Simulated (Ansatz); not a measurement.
# TiAl: freezing in a mode

The task, for TiAl: freeze in mode 6 at growing amplitude.

Computed with Ansatz 0.2.0 (DFT PBEsol, scalar-relativistic, plane waves, PAW, unless a step's input says otherwise).

1 further run of the same task is left out (set aside as unsound or not needed). Runs told in other sessions of the task aren't counted.

### 1 The structure to begin with

It takes space group P-6m2 (No. 187, hexagonal). Conventional cell: a = 2.848 Å, b = 2.848 Å, c = 4.620 Å, α = 90.00°, β = 90.00°, γ = 120.00°. Ti (site symmetry -6m2) is surrounded by 6 Al at 2.84 Å and 6 Ti at 2.85 Å. Around Al (site symmetry -6m2) lie 6 Ti at 2.84 Å and 6 Al at 2.85 Å.

Coordinates:

```
Ti Al
1.0
     2.84782    0.00000    0.00000
    -1.42391    2.46629    0.00000
     0.00000    0.00000    4.61994
Ti Al
1 1
Direct
  0.00000 0.00000 0.00000
  0.33333 0.66667 0.50000
```

It goes back to an entry of the Materials Project, which need not be the stable form.

This cell was relaxed beforehand with the same method: volume 16.22 Å³/atom, gap on the mesh none (metal).

### 2 Zero of energy

Reference values: F = -2998.9624 eV; pressure 0.02 GPa; largest force 0.000 eV/Å; gap on the mesh none (metal). It was computed beforehand with the settings of the runs below.

### 3 Next: freezing in a mode

Mode 6 of the phonon run on this cell, counted from the lowest, is frozen in: each atom moves by x times its row below, so x is the largest displacement.

```
atom     ux     uy      uz
 Ti1  0.000  0.000  -0.564
 Al2  0.000  0.000   1.000
```

### 4 x = -0.200 Å

input.yaml reads:

```yaml
crystal:
  lattice:
    - [2.8478212847, 0.0, 0.0]
    - [-1.4239106423, 2.466285578, 0.0]
    - [0.0, 0.0, 4.6199447394]
  atoms:
    - { symbol: Ti, position: [0.0, 0.0, 0.024401904] }
    - { symbol: Al, position: [0.3333333333, 0.6666666667, 0.4567094389] }
basis:
  ecutwfc: 420
kpoints:
  mp_grid: { grid: [24, 24, 14] }
hamiltonian:
  xc: pbesol
scf:
  occupations: { method: gaussian, width: 0.15 }
output:
  forces: true
  stress: true
  eigenvalues: true
```

Started as:

```console
> ansatz run input.yaml --threads 2 --pin off --max-ram 5120MiB --backend cpu --events-out ev --progress --plain --runs-dir out
```

The log of the run, cut to the lines that bear on the results:

```text
Warning: RAYON_NUM_THREADS=2 ignored (pool sized by the plan → 2); use --threads N
[...]
Pseudopotentials: kind: paw
Pseudopotential: Ti, paw, valence charge 12, recommended cutoff 420 eV (normal), Ti.paw.azcp
Pseudopotential: Al, paw, valence charge 3, recommended cutoff 420 eV (normal), Al.paw.azcp
Functional definition: PBEsol
[...]
Crystal: 2 atoms, lattice volume = 32.448 Å³
Basis set: ecut = 420 eV, 627 PW (Γ), exchange–correlation on 40×40×64 points (8 copies of the dense FFT grid, shifted against one another)
Bands: 12, of which v1, the nominal top of the filled ones, is band 8 counted from 1 (7 counted from 0)
Symmetry: 6 space group operations
Space group: P3m1 (ITA 156), of the structure as read, at distance tolerance 3.2e-5 Å
k-points: 776 of 8064 (time reversal used)
[...]
SCF iter   1: F=—  HF=-2998.591312 eV  |F-HF|=—  |Δ(HF+E_count)|=         —  Δρ=8.71e-3  dr2=3.45e-2  ethr=1.77e-3  ⟨swp⟩=5.0  Hψ=47139  notcnv=0
[...]
SCF iter   7: F=-2998.584662 eV  HF=-2998.584662 eV  |F-HF|=3.69e-10  |Δ(HF+E_count)|=   1.01e-7  Δρ=4.09e-6  dr2=3.19e-9  ethr=6.67e-10  ⟨swp⟩=2.6  Hψ=30336  notcnv=0
[...]
SCF converged after 7 iterations
Free energy (F): -2998.584662 eV
[...]
E sigma→0 (E₀):  -2998.569271 eV
Entropy (-TS):   -0.030780 eV (-15.390 meV/atom)
Fermi energy:    10.665151 eV
[...]
--- Forces (eV/Å), atoms counted from 1 ---
  atom   1  Ti    -0.00000000     0.00000000    -2.51095625
  atom   2  Al     0.00000000     0.00000000     2.51098425
[...]
--- Stress (GPa, compression-positive) ---
        3.444750      -0.000000      -0.000000
       -0.000000       3.444750       0.000000
       -0.000000       0.000000       8.355084
  P = ⅓ Tr σ = 5.0815 GPa (50.815 kbar)
--- Band table (eV; the first three rows and the last of 776) ---
  k-point 0: bands = ["-45.4877", "-21.9353", "-21.4963", "-21.4963", "1.6738", "8.1658", "9.1884", "11.9101", "11.9101", "13.4466", "13.4466", "14.7674"]
[...]
```

It took 6.9 s on 2 threads of Intel Xeon 6975P-C (Granite Rapids), shared host; peak memory 0.67 GiB.

### 5 Point x = 0.150 Å

Changes to input.yaml since step 4:

```diff
@@ -6,4 +6,4 @@
   atoms:
-    - { symbol: Ti, position: [0.0, 0.0, 0.024401904] }
-    - { symbol: Al, position: [0.3333333333, 0.6666666667, 0.4567094389] }
+    - { symbol: Ti, position: [0.0, 0.0, -0.018301428] }
+    - { symbol: Al, position: [0.3333333333, 0.6666666667, 0.5324679208] }
 basis:
@@ -20 +20,5 @@
   eigenvalues: true
+  write_density: true
+  write_potential: true
+  elf: true
+  volumetric_format: npy
```

Started as:

```console
> ansatz run input.yaml --threads 2 --pin off --max-ram 5120MiB --backend cpu --events-out ev --progress --plain --runs-dir out
```

The log of the run, cut to the lines that bear on the results:

```text
Warning: RAYON_NUM_THREADS=2 ignored (pool sized by the plan → 2); use --threads N
[...]
[... 4 set-up lines as earlier in the session ...]
[...]
Crystal: 2 atoms, lattice volume = 32.448 Å³
Basis set: ecut = 420 eV, 627 PW (Γ), exchange–correlation on 40×40×64 points (8 copies of the dense FFT grid, shifted against one another)
Bands: 12, of which v1, the nominal top of the filled ones, is band 8 counted from 1 (7 counted from 0)
[... 2 set-up lines as earlier in the session ...]
k-points: 776 of 8064 (time reversal used)
[...]
SCF iter   1: F=—  HF=-2998.760778 eV  |F-HF|=—  |Δ(HF+E_count)|=         —  Δρ=8.94e-3  dr2=3.68e-2  ethr=1.77e-3  ⟨swp⟩=5.0  Hψ=46912  notcnv=0
[...]
SCF iter   7: F=-2998.753616 eV  HF=-2998.753616 eV  |F-HF|=7.62e-10  |Δ(HF+E_count)|=   6.90e-9  Δρ=5.23e-6  dr2=4.59e-9  ethr=6.67e-10  ⟨swp⟩=7.1  Hψ=41646  notcnv=0
[...]
SCF converged after 7 iterations
Free energy (F): -2998.753616 eV
[...]
E sigma→0 (E₀):  -2998.738523 eV
Entropy (-TS):   -0.030187 eV (-15.093 meV/atom)
Fermi energy:    10.678569 eV
[...]
--- Forces (eV/Å), atoms counted from 1 ---
  atom   1  Ti     0.00000000     0.00000000     1.82094260
  atom   2  Al    -0.00000000    -0.00000000    -1.82093580
[...]
--- Stress (GPa, compression-positive) ---
        1.957405       0.000000      -0.000000
       -0.000000       1.957405       0.000000
       -0.000000       0.000000       4.662323
  P = ⅓ Tr σ = 2.8590 GPa (28.590 kbar)
--- Band table (eV; the first three rows and the last of 776) ---
  k-point 0: bands = ["-45.4957", "-21.9394", "-21.4978", "-21.4978", "1.6704", "8.2483", "9.0784", "11.9505", "11.9505", "13.4858", "13.4858", "14.7804"]
[...]
```

It took 8.1 s on 2 threads of Intel Xeon 6975P-C (Granite Rapids), shared host; peak memory 0.68 GiB.

Density in a lattice plane of the grid's cell (edges 2.85 and 4.62 Å, at 0.667 of the third edge), which holds Al.

Ten even steps from '0' (0.07 e/Å³) to '9' (0.91 e/Å³):
```
43222222246897
32222222234554
22222222222332
22222222221111
12222222221111
22222222221111
22111111221111
11100000111111
11000000111111
11000000111111
11000000111111
11110011111111
11111111111101
11111111110000
11111111110000
11111111111101
11111111111111
21111111122332
32111111234665
43221112246997
```
Columns run along the first of these edges and rows up along the second, over one cell in 14 and 20 even steps from the bottom left corner. Atoms in the plane (fractional): Al at (0.33, 0.53).

ELF in the same plane.

Ten even steps from ' ' (0.05) to '@' (0.83):
```
....::++####++--....::------
....--**##%%**==::....::::..
..::++##%%@@%%++--..        
::==**%%@@@@@@##++--........
==**%%@@@@@@@@%%##++--::::--
**################**++++==++
##**++--::..::==**##********
##++..        ..--**####**##
**--    ..::    ::++**##**##
**--    ..::    ::++********
**==..        ..--++********
****++--::::--==++****++++**
**################**++++++++
++##%%@@@@@@@@%%##**++======
==**%%@@@@@@@@%%**++--::::--
::==**%%@@@@%%##++--........
..::==**%%%%##++--..        
  ..--++####**==..    ....  
....::==****++--......::::::
::..::==****++--....::====--
```
Columns run along the first of these edges and rows up along the second, over one cell in 14 and 20 even steps from the bottom left corner. Atoms in the plane (fractional): Al at (0.33, 0.53).

Both are smooth fields of the valence electrons: close to the nuclei they are not physical.

The highest ELF values outside the cores: 0.84 beside Al, off the lines to its neighbours, 1.0 Å from Al; 0.53 between the atoms, 1.7 Å from Ti.

### 6 x = -0.100 Å

input.yaml reads:

```yaml
crystal:
  lattice:
    - [2.8478212847, 0.0, 0.0]
    - [-1.4239106423, 2.466285578, 0.0]
    - [0.0, 0.0, 4.6199447394]
  atoms:
    - { symbol: Ti, position: [0.0, 0.0, 0.012200952] }
    - { symbol: Al, position: [0.3333333333, 0.6666666667, 0.4783547195] }
basis:
  ecutwfc: 420
kpoints:
  mp_grid: { grid: [24, 24, 14] }
hamiltonian:
  xc: pbesol
scf:
  occupations: { method: gaussian, width: 0.15 }
output:
  forces: true
  stress: true
  eigenvalues: true
```

Started as:

```console
> ansatz run input.yaml --threads 2 --pin off --max-ram 5120MiB --backend cpu --events-out ev --progress --plain --runs-dir out
```

The log of the run, cut to the lines that bear on the results:

```text
[...]
SCF converged after 7 iterations
Free energy (F): -2998.870785 eV
[...]
E sigma→0 (E₀):  -2998.855885 eV
Entropy (-TS):   -0.029800 eV (-14.900 meV/atom)
Fermi energy:    10.687970 eV
[...]
--- Forces (eV/Å), atoms counted from 1 ---
  atom   1  Ti    -0.00000000     0.00000000    -1.18380502
  atom   2  Al     0.00000000     0.00000000     1.18379571
[...]
--- Stress (GPa, compression-positive) ---
        0.915382       0.000000      -0.000000
       -0.000000       0.915382       0.000000
       -0.000000       0.000000       2.005890
  P = ⅓ Tr σ = 1.2789 GPa (12.789 kbar)
--- Band table (eV; the first three rows and the last of 776) ---
  k-point 0: bands = ["-45.5005", "-21.9423", "-21.4975", "-21.4975", "1.6680", "8.3183", "8.9887", "11.9801", "11.9801", "13.5143", "13.5143", "14.7906"]
[...]
```

Run time: 5.9 s. Hardware: 2 threads of Intel Xeon 6975P-C (Granite Rapids), shared host; peak memory 0.67 GiB.

### 7 x = 0.050 Å

Changes to input.yaml since step 6:

```diff
@@ -6,4 +6,4 @@
   atoms:
-    - { symbol: Ti, position: [0.0, 0.0, 0.012200952] }
-    - { symbol: Al, position: [0.3333333333, 0.6666666667, 0.4783547195] }
+    - { symbol: Ti, position: [0.0, 0.0, -0.006100476] }
+    - { symbol: Al, position: [0.3333333333, 0.6666666667, 0.5108226403] }
 basis:
```

Started as:

```console
> ansatz run input.yaml --threads 2 --pin off --max-ram 5120MiB --backend cpu --events-out ev --progress --plain --runs-dir out
```

The log of the run, cut to the lines that bear on the results:

```text
Warning: RAYON_NUM_THREADS=2 ignored (pool sized by the plan → 2); use --threads N
[...]
[... 4 set-up lines as earlier in the session ...]
[...]
Crystal: 2 atoms, lattice volume = 32.448 Å³
Basis set: ecut = 420 eV, 627 PW (Γ), exchange–correlation on 40×40×64 points (8 copies of the dense FFT grid, shifted against one another)
Bands: 12, of which v1, the nominal top of the filled ones, is band 8 counted from 1 (7 counted from 0)
[... 2 set-up lines as earlier in the session ...]
k-points: 776 of 8064 (time reversal used)
[...]
SCF iter   1: F=—  HF=-2998.947666 eV  |F-HF|=—  |Δ(HF+E_count)|=         —  Δρ=9.34e-3  dr2=3.95e-2  ethr=1.77e-3  ⟨swp⟩=5.0  Hψ=46759  notcnv=0
[...]
SCF iter   7: F=-2998.939671 eV  HF=-2998.939671 eV  |F-HF|=2.21e-9  |Δ(HF+E_count)|=   2.87e-8  Δρ=5.30e-6  dr2=7.68e-9  ethr=6.67e-10  ⟨swp⟩=4.4  Hψ=27125  notcnv=0
[...]
SCF converged after 7 iterations
Free energy (F): -2998.939671 eV
[...]
E sigma→0 (E₀):  -2998.924918 eV
Entropy (-TS):   -0.029506 eV (-14.753 meV/atom)
Fermi energy:    10.693410 eV
[...]
--- Forces (eV/Å), atoms counted from 1 ---
  atom   1  Ti     0.00000000     0.00000000     0.58278024
  atom   2  Al    -0.00000000    -0.00000000    -0.58280871
[...]
--- Stress (GPa, compression-positive) ---
        0.298049      -0.000000      -0.000000
        0.000000       0.298049       0.000000
       -0.000000       0.000000       0.405754
  P = ⅓ Tr σ = 0.3340 GPa (3.340 kbar)
--- Band table (eV; the first three rows and the last of 776) ---
  k-point 0: bands = ["-45.5030", "-21.9440", "-21.4967", "-21.4967", "1.6665", "8.3682", "8.9269", "11.9981", "11.9981", "13.5315", "13.5315", "14.7970"]
[...]
```

Wall time 5.9 s (2 threads of Intel Xeon 6975P-C (Granite Rapids), shared host); peak memory 0.67 GiB.

### 8 x = 0.175 Å

Changes to input.yaml since step 7:

```diff
@@ -6,4 +6,4 @@
   atoms:
-    - { symbol: Ti, position: [0.0, 0.0, -0.006100476] }
-    - { symbol: Al, position: [0.3333333333, 0.6666666667, 0.5108226403] }
+    - { symbol: Ti, position: [0.0, 0.0, -0.021351666] }
+    - { symbol: Al, position: [0.3333333333, 0.6666666667, 0.537879241] }
 basis:
```

Started as:

```console
> ansatz run input.yaml --threads 2 --pin off --max-ram 5120MiB --backend cpu --events-out ev --progress --plain --runs-dir out
```

The log of the run, cut to the lines that bear on the results:

```text
Warning: RAYON_NUM_THREADS=2 ignored (pool sized by the plan → 2); use --threads N
[...]
[... 4 set-up lines as earlier in the session ...]
[...]
Crystal: 2 atoms, lattice volume = 32.448 Å³
Basis set: ecut = 420 eV, 627 PW (Γ), exchange–correlation on 40×40×64 points (8 copies of the dense FFT grid, shifted against one another)
Bands: 12, of which v1, the nominal top of the filled ones, is band 8 counted from 1 (7 counted from 0)
[... 2 set-up lines as earlier in the session ...]
k-points: 776 of 8064 (time reversal used)
[...]
SCF iter   1: F=—  HF=-2998.682774 eV  |F-HF|=—  |Δ(HF+E_count)|=         —  Δρ=8.82e-3  dr2=3.57e-2  ethr=1.77e-3  ⟨swp⟩=5.0  Hψ=46982  notcnv=0
[...]
SCF iter   7: F=-2998.675880 eV  HF=-2998.675880 eV  |F-HF|=3.01e-9  |Δ(HF+E_count)|=   4.32e-8  Δρ=5.67e-6  dr2=9.18e-9  ethr=6.67e-10  ⟨swp⟩=4.4  Hψ=27258  notcnv=0
[...]
SCF converged after 7 iterations
Free energy (F): -2998.675880 eV
[...]
E sigma→0 (E₀):  -2998.660660 eV
Entropy (-TS):   -0.030441 eV (-15.221 meV/atom)
Fermi energy:    10.672327 eV
[...]
--- Forces (eV/Å), atoms counted from 1 ---
  atom   1  Ti     0.00000000     0.00000000     2.15836290
  atom   2  Al    -0.00000000    -0.00000000    -2.15839596
[...]
--- Stress (GPa, compression-positive) ---
        2.643905      -0.000000      -0.000000
        0.000000       2.643905       0.000000
       -0.000000       0.000000       6.380697
  P = ⅓ Tr σ = 3.8895 GPa (38.895 kbar)
--- Band table (eV; the first three rows and the last of 776) ---
  k-point 0: bands = ["-45.4922", "-21.9376", "-21.4974", "-21.4974", "1.6720", "8.2083", "9.1312", "11.9316", "11.9316", "13.4675", "13.4675", "14.7742"]
[...]
```

Run time: 5.9 s. Hardware: 2 threads of Intel Xeon 6975P-C (Granite Rapids), shared host; peak memory 0.68 GiB.

### 9 x = 0.125 Å

Changes to input.yaml since step 8:

```diff
@@ -6,4 +6,4 @@
   atoms:
-    - { symbol: Ti, position: [0.0, 0.0, -0.021351666] }
-    - { symbol: Al, position: [0.3333333333, 0.6666666667, 0.537879241] }
+    - { symbol: Ti, position: [0.0, 0.0, -0.01525119] }
+    - { symbol: Al, position: [0.3333333333, 0.6666666667, 0.5270566007] }
 basis:
@@ -20 +20,5 @@
   eigenvalues: true
+  write_density: true
+  write_potential: true
+  elf: true
+  volumetric_format: npy
```

Started as:

```console
> ansatz run input.yaml --threads 2 --pin off --max-ram 5120MiB --backend cpu --events-out ev --progress --plain --runs-dir out
```

The log of the run, cut to the lines that bear on the results:

```text
[...]
SCF converged after 7 iterations
Free energy (F): -2998.818424 eV
[...]
E sigma→0 (E₀):  -2998.803433 eV
Entropy (-TS):   -0.029981 eV (-14.991 meV/atom)
Fermi energy:    10.683786 eV
[...]
--- Forces (eV/Å), atoms counted from 1 ---
  atom   1  Ti     0.00000000     0.00000000     1.49674624
  atom   2  Al    -0.00000000    -0.00000000    -1.49673104
[...]
--- Stress (GPa, compression-positive) ---
        1.382169      -0.000000      -0.000000
       -0.000000       1.382169       0.000000
       -0.000000       0.000000       3.203100
  P = ⅓ Tr σ = 1.9891 GPa (19.891 kbar)
--- Band table (eV; the first three rows and the last of 776) ---
  k-point 0: bands = ["-45.4985", "-21.9410", "-21.4978", "-21.4978", "1.6691", "8.2853", "9.0306", "11.9667", "11.9667", "13.5014", "13.5014", "14.7859"]
[...]
```

Run time: 8.1 s. Hardware: 2 threads of Intel Xeon 6975P-C (Granite Rapids), shared host; peak memory 0.68 GiB.

Density in a lattice plane of the grid's cell (edges 2.85 and 4.62 Å, at 0.667 of the third edge), which holds Al.

Values in e/Å³, 12 rows by 8 columns:
```
0.39 0.27 0.25 0.25 0.26 0.33 0.55 0.62
0.24 0.25 0.27 0.27 0.26 0.24 0.26 0.27
0.22 0.26 0.30 0.30 0.28 0.23 0.20 0.20
0.23 0.25 0.21 0.20 0.24 0.24 0.21 0.21
0.23 0.16 0.08 0.07 0.12 0.21 0.22 0.21
0.21 0.13 0.07 0.07 0.10 0.19 0.20 0.20
0.20 0.18 0.12 0.12 0.16 0.20 0.18 0.17
0.17 0.21 0.23 0.23 0.22 0.19 0.16 0.15
0.16 0.19 0.21 0.22 0.20 0.17 0.14 0.14
0.17 0.18 0.20 0.20 0.19 0.18 0.18 0.18
0.29 0.22 0.21 0.21 0.21 0.26 0.39 0.43
0.47 0.27 0.23 0.23 0.25 0.38 0.76 0.89
```
Columns run along the first of these edges and rows up along the second, over one cell in 8 and 12 even steps from the bottom left corner. Atoms in the plane (fractional): Al at (0.33, 0.53).

ELF in the same plane.

Ten even steps from '0' (0.05) to '9' (0.84):
```
11256753112333
11367764211221
12478875310000
24689997531111
46899998753223
67777777765545
76532234676666
75200001467667
63001200256667
63001100256666
64100000356666
66432124566556
67777777765555
57899998765444
46899998653223
24689987531111
12468875310000
01357764110110
11246653112232
21246653113443
```
Columns run along the first of these edges and rows up along the second, over one cell in 14 and 20 even steps from the bottom left corner. Atoms in the plane (fractional): Al at (0.33, 0.53).

Both are smooth fields of the valence electrons: close to the nuclei they are not physical.

Maxima of ELF outside the ion cores: 0.85 beside Al, off the lines to its neighbours, 1.0 Å from Al; 0.53 between the atoms, 1.6 Å from Ti.

### 10 At x = 0.075 Å

input.yaml reads:

```yaml
crystal:
  lattice:
    - [2.8478212847, 0.0, 0.0]
    - [-1.4239106423, 2.466285578, 0.0]
    - [0.0, 0.0, 4.6199447394]
  atoms:
    - { symbol: Ti, position: [0.0, 0.0, -0.009150714] }
    - { symbol: Al, position: [0.3333333333, 0.6666666667, 0.5162339604] }
basis:
  ecutwfc: 420
kpoints:
  mp_grid: { grid: [24, 24, 14] }
hamiltonian:
  xc: pbesol
scf:
  occupations: { method: gaussian, width: 0.15 }
output:
  forces: true
  stress: true
  eigenvalues: true
```

Started as:

```console
> ansatz run input.yaml --threads 2 --pin off --max-ram 5120MiB --backend cpu --events-out ev --progress --plain --runs-dir out
```

The log of the run, cut to the lines that bear on the results:

```text
[...]
SCF converged after 7 iterations
Free energy (F): -2998.911097 eV
[...]
E sigma→0 (E₀):  -2998.896278 eV
Entropy (-TS):   -0.029639 eV (-14.819 meV/atom)
Fermi energy:    10.691161 eV
[...]
--- Forces (eV/Å), atoms counted from 1 ---
  atom   1  Ti     0.00000000     0.00000000     0.87992300
  atom   2  Al    -0.00000000    -0.00000000    -0.87992372
[...]
--- Stress (GPa, compression-positive) ---
        0.554614      -0.000000      -0.000000
        0.000000       0.554614       0.000000
       -0.000000       0.000000       1.072923
  P = ⅓ Tr σ = 0.7274 GPa (7.274 kbar)
--- Band table (eV; the first three rows and the last of 776) ---
  k-point 0: bands = ["-45.5020", "-21.9433", "-21.4971", "-21.4971", "1.6671", "8.3464", "8.9536", "11.9906", "11.9906", "13.5243", "13.5243", "14.7943"]
[...]
```

Wall time 6 s (2 threads of Intel Xeon 6975P-C (Granite Rapids), shared host); peak memory 0.67 GiB.

### 11 x = 0.025 Å

Changes to input.yaml since step 10:

```diff
@@ -6,4 +6,4 @@
   atoms:
-    - { symbol: Ti, position: [0.0, 0.0, -0.009150714] }
-    - { symbol: Al, position: [0.3333333333, 0.6666666667, 0.5162339604] }
+    - { symbol: Ti, position: [0.0, 0.0, -0.003050238] }
+    - { symbol: Al, position: [0.3333333333, 0.6666666667, 0.5054113201] }
 basis:
```

Started as:

```console
> ansatz run input.yaml --threads 2 --pin off --max-ram 5120MiB --backend cpu --events-out ev --progress --plain --runs-dir out
```

The log of the run, cut to the lines that bear on the results:

```text
[...]
SCF converged after 7 iterations
Free energy (F): -2998.956728 eV
[...]
E sigma→0 (E₀):  -2998.942019 eV
Entropy (-TS):   -0.029419 eV (-14.709 meV/atom)
Fermi energy:    10.694742 eV
[...]
--- Forces (eV/Å), atoms counted from 1 ---
  atom   1  Ti     0.00000000     0.00000000     0.29027590
  atom   2  Al    -0.00000000    -0.00000000    -0.29029151
[...]
--- Stress (GPa, compression-positive) ---
        0.144452      -0.000000      -0.000000
        0.000000       0.144452       0.000000
       -0.000000       0.000000       0.005332
  P = ⅓ Tr σ = 0.0981 GPa (0.981 kbar)
--- Band table (eV; the first three rows and the last of 776) ---
  k-point 0: bands = ["-45.5035", "-21.9444", "-21.4965", "-21.4965", "1.6661", "8.3822", "8.9099", "12.0027", "12.0027", "13.5358", "13.5358", "14.7986"]
[...]
```

It took 7.1 s on 2 threads of Intel Xeon 6975P-C (Granite Rapids), shared host; peak memory 0.67 GiB.

### 12 Results of the scan

All points in order; energies are free energies above the reference cell:

```tsv
x (Å)	ΔE (meV/cell)	force along the mode (eV/Å)	pressure (GPa)
-0.200	377.7	3.926	5.1
-0.100	91.6	1.851	1.3
0.000	0.0	0.000	0.0
0.025	5.7	-0.454	0.1
0.050	22.7	-0.911	0.3
0.075	51.3	-1.376	0.7
0.125	144.0	-2.340	2.0
0.150	208.8	-2.847	2.9
0.175	286.5	-3.375	3.9
```

Not run, since symmetry makes them alike: 0.200 repeats -0.200, -0.150 repeats 0.150, 0.100 repeats -0.100, -0.050 repeats 0.050. Energy, pressure and gap are the same there.

### 13 Outcome

| quantity | value |
| --- | --- |
| harmonic wavenumber of the mode | 342 cm⁻¹ |
| the same from the force at an amplitude of 0.025 Å | 342 cm⁻¹ |

In words: The force at the smallest amplitude gives 342 cm⁻¹ against 342 cm⁻¹ from the phonon run, so the curve is close to a parabola there. No sampled point lies below the undisturbed cell.
